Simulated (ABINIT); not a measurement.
# AgCl (Fm-3m): changed settings of a GW run in ABINIT

A base run on AgCl (Fm-3m), then changed inputs.

Calculated with ABINIT 10.8.3; PBE and many-body steps on it, plane waves.

## (1) Set-up

The structure is cubic, space group Fm-3m (No. 225). Conventional cell: a = 5.545 Å, b = 5.545 Å, c = 5.545 Å, α = 90.00°, β = 90.00°, γ = 90.00°. Ag has 6 Cl at 2.77 Å nearest. Nearest to Cl lie 6 Ag at 2.77 Å. Farther neighbours and most contacts between anions are not listed.

The cell and positions are those that the Materials Project relaxed with its own functionals (PBE, PBE+U or r2SCAN), kept fixed.

## (2) Screening, 4×4×4 mesh, 92 bands, screening to 163.3 eV

This step: ABINIT 10.8.3; RPA screening on PBE, plane waves, norm-conserving pseudopotentials.

The RPA dielectric matrix is built and inverted for each q.

Input file run.abi:

```
acell 3*1.0 Angstrom
rprim 
  0.000000000000 2.772662996800 2.772662996800
  2.772662996800 0.000000000000 2.772662996800
  2.772662996800 2.772662996800 0.000000000000
ntypat 2
znucl 47 17
natom 2
typat 1 2
xred 
  0.000000000000 0.000000000000 0.000000000000
  0.500000000000 0.500000000000 0.500000000000
pp_dirpath "pseudos"
pseudos "Ag.upf, Cl.upf"
ecut 37
ngkpt 4 4 4
nshiftk 1
shiftk 0 0 0
kptopt 1
chksymbreak 0
istwfk *1
occopt 1
irdwfk 1
optdriver 3
nband 92
ecuteps 6
inclvkb 2
awtr 1
symchi 1
indata_prefix "in"
outdata_prefix "out"
tmpdata_prefix "tmp"
```

The run is started by

```console
$ OMP_NUM_THREADS=1 mpirun -n 8 abinit run.abi > log
```

What it wrote:

```text
.Version 10.8.3 of ABINIT. v10.8.2 released Aug 2026.

 Symmetries : space group Fm -3 m (#225); Bravais cF (face-center cubic)
[... echo of the input left out ...]
== DATASET  1 ==================================================================
-   mpi_nproc: 8, omp_nthreads: 1 (-1 if OMP is not activated)

--- !DatasetInfo
iteration_state: {dtset: 1, }
dimensions: {natom: 2, nkpt: 8, mband: 92, nsppol: 1, nspinor: 1, nspden: 1, mpw: 3119, }
cutoff_energies: {ecut:  37.0, pawecutdg:  -1.0, }
electrons: {nelect:   2.60000000E+01, charge:   0.00000000E+00, occopt:   1.00000000E+00, tsmear:   1.00000000E-02, }

 SCREENING: Calculation of the susceptibility and dielectric matrices

 Based on a program developped by R.W. Godby, V. Olevano, G. Onida, and L. Reining.
 Incorporated in ABINIT by V. Olevano, G.-M. Rignanese, and M. Torrent.
.Using double precision arithmetic ; gwpc =  8

[... cell and pseudopotentials left out ...]
--------------------------------------------------------------------------------

 ==== K-mesh for the wavefunctions ====
 Number of points in the irreducible wedge :     8
[... list of points left out ...]
 Together with 48 symmetry operations and time-reversal symmetry
 yields    64 points in the full Brillouin Zone.

 ==== Q-mesh for the screening function ====
 Number of points in the irreducible wedge :     8
[... list of points left out ...]
 Together with 48 symmetry operations and time-reversal symmetry
 yields    64 points in the full Brillouin Zone.

 setmesh: FFT mesh size selected  =    30x   30x   30
          total number of points  =        27000

 vcoul_init : cutoff-mode = AUXILIARY_FUNCTION
 q-points for optical limit:   1
     1)      0.000010    0.000020    0.000030

- screening: taking advantage of time-reversal symmetry
- Maximum band index for partially occupied states nbvw = 13
- Remaining bands to be divided among processors   nbcw = 79
- Number of bands treated by each node ~9

 Number of electrons calculated from density =   26.0000; Expected =   26.0000
 average of density, n =  0.090376
 r_s =    1.3824
 omega_plasma =   28.9990 [eV]

 calculating chi0 at frequencies [eV] :
  1    0.000000E+00    0.000000E+00
  2    0.000000E+00    2.899902E+01

--------------------------------------------------------------------------------
  q-point number  1        q = ( 0.000000, 0.000000, 0.000000) [r.l.u.]
--------------------------------------------------------------------------------
[... chi0 elements left out ...]
 For q-point:  0.000010 0.000020 0.000030
  dielectric constant =   5.2815
  dielectric constant without local fields =   5.7353

  Average fulfillment of the sum rule on Im[epsilon] for q-point    1 :     61.12  [%]
[... wings left out ...]
  q-point number  2        q = ( 0.250000, 0.000000, 0.000000) [r.l.u.]
--------------------------------------------------------------------------------
[... chi0 elements left out ...]
  Average fulfillment of the sum rule on Im[epsilon] for q-point    2 :     74.99  [%]

 [... 6 further q-points ...]
```

The job ended after 11 s (8 MPI ranks of Arm Neoverse V2, shared host; peak memory 1.4 GiB; 87 s of CPU time).

Numbers from this step:

| Item | Value |
| --- | --- |
| ε∞ with local fields, on this mesh, along the program's q direction | 5.282 |
| the same without local fields | 5.735 |
| plasma frequency | 29.00 eV |
| plane waves in the screening matrix | 181 |

Local fields lower ε∞ by 8 %. On a Γ-centred mesh this coarse the value itself is usually too large, while a short band sum pulls it down.

## (3) Base

The self-energy is evaluated for the states that the input lists, and the levels follow from it, in one-shot runs by the linearised quasiparticle equation.

This step: G0W0 on PBE, plane waves, norm-conserving pseudopotentials.

run.abi, as its differences from that of step 2:

```diff
@@ -23,8 +23,17 @@
 irdwfk 1
-optdriver 3
+optdriver 4
 nband 92
+gwcalctyp 0
+ecutsigx 37
+symsigma 1
+nkptgw 2
+kptgw 
+  0.5000000000 0.0000000000 0.0000000000
+  0.0000000000 0.0000000000 0.0000000000
+bdgw 
+  12 15
+  11 17
 ecuteps 6
-inclvkb 2
-awtr 1
-symchi 1
+irdscr 1
+ppmodel 1
 indata_prefix "in"
```

What it wrote:

```text
.Version 10.8.3 of ABINIT. v10.8.2 released Aug 2026.

 Symmetries : space group Fm -3 m (#225); Bravais cF (face-center cubic)
[... echo of the input left out ...]
== DATASET  1 ==================================================================
-   mpi_nproc: 8, omp_nthreads: 1 (-1 if OMP is not activated)

--- !DatasetInfo
iteration_state: {dtset: 1, }
dimensions: {natom: 2, nkpt: 8, mband: 92, nsppol: 1, nspinor: 1, nspden: 1, mpw: 3119, }
cutoff_energies: {ecut:  37.0, pawecutdg:  -1.0, }
electrons: {nelect:   2.60000000E+01, charge:   0.00000000E+00, occopt:   1.00000000E+00, tsmear:   1.00000000E-02, }

 SIGMA: Calculation of the GW corrections

 Based on a program developped by R.W. Godby, V. Olevano, G. Onida, and L. Reining.
 Incorporated in ABINIT by V. Olevano, G.-M. Rignanese, and M. Torrent.
.Using double precision arithmetic ; gwpc =  8

[... cell and pseudopotentials left out ...]
--------------------------------------------------------------------------------

 ==== K-mesh for the wavefunctions ====
 Number of points in the irreducible wedge :     8
[... list of points left out ...]
 Together with 48 symmetry operations and time-reversal symmetry
 yields    64 points in the full Brillouin Zone.

 ==== Q-mesh for screening function ====
 Number of points in the irreducible wedge :     8
[... list of points left out ...]
 Together with 48 symmetry operations and time-reversal symmetry
 yields    64 points in the full Brillouin Zone.

 vcoul_init : cutoff-mode = AUXILIARY_FUNCTION
 q-points for optical limit:   1
     1)      0.000010    0.000020    0.000030
 setmesh: FFT mesh size selected  =    45x   45x   45
          total number of points  =        91125

 Number of electrons calculated from density =   26.0000; Expected =   26.0000
 average of density, n =  0.090376
 r_s =    1.3824
 omega_plasma =   28.9990 [eV]

 === KS Band Gaps ===
  >>>> For spin  1
   Minimum direct gap =   3.2296 [eV], located at k-point      :   0.0000  0.0000  0.0000
   Fundamental gap    =   0.9128 [eV], Top of valence bands at :   0.5000  0.0000  0.0000
                                       Bottom of conduction at :   0.0000  0.0000  0.0000
 SIGMA fundamental parameters:
 PLASMON POLE MODEL  1
 number of plane-waves for SigmaX                 3119
 number of plane-waves for SigmaC and W            181
 number of plane-waves for wavefunctions          3119
 number of bands                                    92
 number of independent spin polarizations            1
 number of spinorial components                      1
 number of k-points in IBZ                           8
 number of q-points in IBZ                           8
 number of symmetry operations                      48
 number of k-points in BZ                           64
 number of q-points in BZ                           64
 number of frequencies for dSigma/dE                 9
 frequency step for dSigma/dE [eV]                0.25
 number of omega for Sigma on real axis              0
 max omega for Sigma on real axis  [eV]           0.00
 zcut for avoiding poles [eV]                     0.10

 EPSILON^-1 parameters (SCR file):
 dimension of the eps^-1 matrix on file            181
 dimension of the eps^-1 matrix used               181
 number of plane-waves for wavefunctions          3119
 number of bands                                    92
 number of q-points in IBZ                           8
 number of frequencies                               2
 number of real frequencies                          1
 number of imag frequencies                          1

 matrix elements of self-energy operator (all in [eV])

 Perturbative Calculation

--- !SelfEnergy_ee
iteration_state: {dtset: 1, }
kpoint     : [   0.500,    0.000,    0.000, ]
spin       : 1
KS_gap     :    4.239
QP_gap     :    5.291
Delta_QP_KS:    1.052
data: !SigmaeeData |
     Band     E0 <VxcDFT>   SigX SigC(E0)      Z dSigC/dE  Sig(E)    E-E0       E
       12   4.678 -21.528 -26.456   3.920   0.799  -0.252 -22.333  -0.805   3.873
       13   4.678 -21.528 -26.456   3.920   0.799  -0.252 -22.333  -0.805   3.873
       14   8.917  -9.095  -4.868  -3.932   0.837  -0.194  -8.848   0.247   9.164
       15  11.220 -13.713  -7.715  -4.925   0.804  -0.243 -12.849   0.863  12.083

--- !SelfEnergy_ee
iteration_state: {dtset: 1, }
kpoint     : [   0.000,    0.000,    0.000, ]
spin       : 1
KS_gap     :    3.230
QP_gap     :    4.645
Delta_QP_KS:    1.416
data: !SigmaeeData |
     Band     E0 <VxcDFT>   SigX SigC(E0)      Z dSigC/dE  Sig(E)    E-E0       E
       11   2.361 -14.534 -18.755   2.917   0.792  -0.262 -15.567  -1.033   1.328
       12   2.361 -14.534 -18.755   2.917   0.792  -0.262 -15.567  -1.033   1.328
       13   2.361 -14.534 -18.755   2.917   0.792  -0.262 -15.567  -1.033   1.328
       14   5.591 -10.854  -6.572  -3.823   0.831  -0.204 -10.472   0.382   5.973
       15  15.379 -12.290  -6.936  -4.365   0.822  -0.217 -11.478   0.813  16.192
       16  15.379 -12.290  -6.936  -4.365   0.822  -0.217 -11.478   0.813  16.192
       17  15.379 -12.290  -6.936  -4.365   0.822  -0.217 -11.478   0.813  16.192

== END DATASET(S) ==============================================================
================================================================================

 -outvars: echo values of variables after computation  --------
           etotal      0.0000000000E+00
            nband          92
             nkpt           8
          spgroup         225
 [... the other variables as echoed above ...]

 Calculation completed.
```

Wall time 4.3 s (8 MPI ranks); peak memory 1.3 GiB; 34 s of CPU time.

Numbers from this step:

```
G0W0 gap on the points computed              : 2.100 eV
starting gap on the mesh                     : 0.9128 eV
k of the valence top                         : 0.5, 0, 0
k of the conduction bottom                   : 0, 0, 0
Z at the valence top                         : 0.799
Z at the conduction bottom                   : 0.831
least direct G0W0 gap on the computed points : 4.645 eV
```

The gap on the mesh goes from 0.91 eV to 2.10 eV, a correction of +1.19 eV.

## (4) Broadening of the poles

run.abi, as its differences from that of step 3:

```diff
@@ -38,2 +38,3 @@
 ppmodel 1
+zcut 1.0 eV
 indata_prefix "in"
```

What it wrote:

```text
.Version 10.8.3 of ABINIT. v10.8.2 released Aug 2026.

 Symmetries : space group Fm -3 m (#225); Bravais cF (face-center cubic)
[... echo of the input left out ...]
== DATASET  1 ==================================================================
-   mpi_nproc: 8, omp_nthreads: 1 (-1 if OMP is not activated)

--- !DatasetInfo
iteration_state: {dtset: 1, }
dimensions: {natom: 2, nkpt: 8, mband: 92, nsppol: 1, nspinor: 1, nspden: 1, mpw: 3119, }
cutoff_energies: {ecut:  37.0, pawecutdg:  -1.0, }
electrons: {nelect:   2.60000000E+01, charge:   0.00000000E+00, occopt:   1.00000000E+00, tsmear:   1.00000000E-02, }

 SIGMA: Calculation of the GW corrections

 Based on a program developped by R.W. Godby, V. Olevano, G. Onida, and L. Reining.
 Incorporated in ABINIT by V. Olevano, G.-M. Rignanese, and M. Torrent.
.Using double precision arithmetic ; gwpc =  8

[... cell and pseudopotentials left out ...]
--------------------------------------------------------------------------------

 ==== K-mesh for the wavefunctions ====
 Number of points in the irreducible wedge :     8
[... list of points left out ...]
 Together with 48 symmetry operations and time-reversal symmetry
 yields    64 points in the full Brillouin Zone.

 ==== Q-mesh for screening function ====
 Number of points in the irreducible wedge :     8
[... list of points left out ...]
 Together with 48 symmetry operations and time-reversal symmetry
 yields    64 points in the full Brillouin Zone.

 vcoul_init : cutoff-mode = AUXILIARY_FUNCTION
 q-points for optical limit:   1
     1)      0.000010    0.000020    0.000030
 setmesh: FFT mesh size selected  =    45x   45x   45
          total number of points  =        91125

 Number of electrons calculated from density =   26.0000; Expected =   26.0000
[...]
number of omega for Sigma on real axis              0
 max omega for Sigma on real axis  [eV]           0.00
 zcut for avoiding poles [eV]                     1.00

 EPSILON^-1 parameters (SCR file):
 dimension of the eps^-1 matrix on file            181
 dimension of the eps^-1 matrix used               181
 number of plane-waves for wavefunctions          3119
 number of bands                                    92
 number of q-points in IBZ                           8
 number of frequencies                               2
 number of real frequencies                          1
 number of imag frequencies                          1

 matrix elements of self-energy operator (all in [eV])

 Perturbative Calculation

--- !SelfEnergy_ee
iteration_state: {dtset: 1, }
kpoint     : [   0.500,    0.000,    0.000, ]
spin       : 1
KS_gap     :    4.239
QP_gap     :    5.291
Delta_QP_KS:    1.052
data: !SigmaeeData |
     Band     E0 <VxcDFT>   SigX SigC(E0)      Z dSigC/dE  Sig(E)    E-E0       E
       12   4.678 -21.528 -26.456   3.920   0.799  -0.252 -22.333  -0.805   3.873
       13   4.678 -21.528 -26.456   3.920   0.799  -0.252 -22.333  -0.805   3.873
       14   8.917  -9.095  -4.868  -3.932   0.837  -0.194  -8.848   0.247   9.164
[...]
--- !SelfEnergy_ee
iteration_state: {dtset: 1, }
kpoint     : [   0.000,    0.000,    0.000, ]
spin       : 1
KS_gap     :    3.230
QP_gap     :    4.645
Delta_QP_KS:    1.416
data: !SigmaeeData |
     Band     E0 <VxcDFT>   SigX SigC(E0)      Z dSigC/dE  Sig(E)    E-E0       E
[...]
16  15.379 -12.290  -6.936  -4.366   0.822  -0.217 -11.479   0.812  16.191
       17  15.379 -12.290  -6.936  -4.366   0.822  -0.217 -11.479   0.812  16.191

== END DATASET(S) ==============================================================
================================================================================

 -outvars: echo values of variables after computation  --------
           etotal      0.0000000000E+00
            nband          92
             nkpt           8
          spgroup         225
 [... the other variables as echoed above ...]

 Calculation completed.
```

It took 4.3 s on 8 MPI ranks; peak memory 1.3 GiB.

Numbers from this step:

| Property | Result |
| --- | --- |
| G0W0 gap on the points computed | 2.100 eV |
| starting gap on the mesh | 0.9128 eV |
| k of the valence top | 0.5, 0, 0 |
| k of the conduction bottom | 0, 0, 0 |
| Z at the valence top | 0.799 |
| Z at the conduction bottom | 0.831 |
| least direct G0W0 gap on the computed points | 4.645 eV |

Against G0W0 in ABINIT (4×4×4 mesh, 92 bands, screening to 163.3 eV, Godby-Needs plasmon pole), the gap moves by +0.000 eV.

## (5) Scissors in G

run.abi, as its differences from that of step 4:

```diff
@@ -38,3 +38,3 @@
 ppmodel 1
-zcut 1.0 eV
+mbpt_sciss 1.0 eV
 indata_prefix "in"
```

What it wrote:

```text
.Version 10.8.3 of ABINIT. v10.8.2 released Aug 2026.

 Symmetries : space group Fm -3 m (#225); Bravais cF (face-center cubic)
[... echo of the input left out ...]
== DATASET  1 ==================================================================
-   mpi_nproc: 8, omp_nthreads: 1 (-1 if OMP is not activated)

--- !DatasetInfo
iteration_state: {dtset: 1, }
dimensions: {natom: 2, nkpt: 8, mband: 92, nsppol: 1, nspinor: 1, nspden: 1, mpw: 3119, }
cutoff_energies: {ecut:  37.0, pawecutdg:  -1.0, }
electrons: {nelect:   2.60000000E+01, charge:   0.00000000E+00, occopt:   1.00000000E+00, tsmear:   1.00000000E-02, }

 SIGMA: Calculation of the GW corrections

 Based on a program developped by R.W. Godby, V. Olevano, G. Onida, and L. Reining.
 Incorporated in ABINIT by V. Olevano, G.-M. Rignanese, and M. Torrent.
.Using double precision arithmetic ; gwpc =  8

[... cell and pseudopotentials left out ...]
--------------------------------------------------------------------------------

 ==== K-mesh for the wavefunctions ====
 Number of points in the irreducible wedge :     8
[... list of points left out ...]
 Together with 48 symmetry operations and time-reversal symmetry
 yields    64 points in the full Brillouin Zone.

 ==== Q-mesh for screening function ====
 Number of points in the irreducible wedge :     8
[... list of points left out ...]
 Together with 48 symmetry operations and time-reversal symmetry
 yields    64 points in the full Brillouin Zone.

 vcoul_init : cutoff-mode = AUXILIARY_FUNCTION
 q-points for optical limit:   1
     1)      0.000010    0.000020    0.000030
 setmesh: FFT mesh size selected  =    45x   45x   45
          total number of points  =        91125

 Number of electrons calculated from density =   26.0000; Expected =   26.0000
[...]
max omega for Sigma on real axis  [eV]           0.00
 zcut for avoiding poles [eV]                     0.10
 scissor energy [eV]                              1.00

 EPSILON^-1 parameters (SCR file):
 dimension of the eps^-1 matrix on file            181
 dimension of the eps^-1 matrix used               181
 number of plane-waves for wavefunctions          3119
 number of bands                                    92
 number of q-points in IBZ                           8
 number of frequencies                               2
 number of real frequencies                          1
 number of imag frequencies                          1

 matrix elements of self-energy operator (all in [eV])

 Perturbative Calculation

--- !SelfEnergy_ee
iteration_state: {dtset: 1, }
kpoint     : [   0.500,    0.000,    0.000, ]
spin       : 1
KS_gap     :    4.239
QP_gap     :    5.403
Delta_QP_KS:    1.164
data: !SigmaeeData |
     Band     E0 <VxcDFT>   SigX SigC(E0)      Z dSigC/dE  Sig(E)    E-E0       E
       12   4.678 -21.528 -26.456   3.959   0.800  -0.250 -22.303  -0.775   3.904
       13   4.678 -21.528 -26.456   3.959   0.800  -0.250 -22.303  -0.775   3.904
       14   8.917  -9.095  -4.868  -3.956   0.838  -0.193  -8.706   0.389   9.306
[...]
--- !SelfEnergy_ee
iteration_state: {dtset: 1, }
kpoint     : [   0.000,    0.000,    0.000, ]
spin       : 1
KS_gap     :    3.230
QP_gap     :    4.747
Delta_QP_KS:    1.517
data: !SigmaeeData |
     Band     E0 <VxcDFT>   SigX SigC(E0)      Z dSigC/dE  Sig(E)    E-E0       E
[...]
16  15.379 -12.290  -6.936  -4.384   0.822  -0.216 -11.315   0.975  16.354
       17  15.379 -12.290  -6.936  -4.384   0.822  -0.216 -11.315   0.975  16.354

== END DATASET(S) ==============================================================
================================================================================

 -outvars: echo values of variables after computation  --------
           etotal      0.0000000000E+00
            nband          92
             nkpt           8
          spgroup         225
 [... the other variables as echoed above ...]

 Calculation completed.
```

It took 4.3 s on 8 MPI ranks; peak memory 1.3 GiB.

This step gave:

- G0W0 gap on the points computed: 2.209 eV
- starting gap on the mesh: 0.9128 eV
- k of the valence top: 0.5, 0, 0
- k of the conduction bottom: 0, 0, 0
- Z at the valence top: 0.8
- Z at the conduction bottom: 0.832
- least direct G0W0 gap on the computed points: 4.747 eV

(Continued in part 2 of 2.)

[Paths, hosts, dates, memory and timing lines, banners, echoed tables and standing remarks are left out of the program output.]

[Logs are printed without paths, hosts, clocks, repeated set-up lines and the standing remarks that a program may print on its own settings, such as how far it seeks lower states.]

[Runs of the session that timed out or met a known fault of the program may be left out.]

[Hosts, paths, dates, database ids (printed as entryN), source tags and the programs' standing remarks are cut or masked in the printed files.]

[G0W0 gaps are taken among the corrected bands and points alone; a level outside them can change the order at an edge.]

[Where Ansatz stands beside ABINIT at settings called matched, ABINIT's density can come from a denser mesh and the files from another edition; pairs whose starting gaps differed by over 0.03 eV were left out, so agreement reads better than it is.]
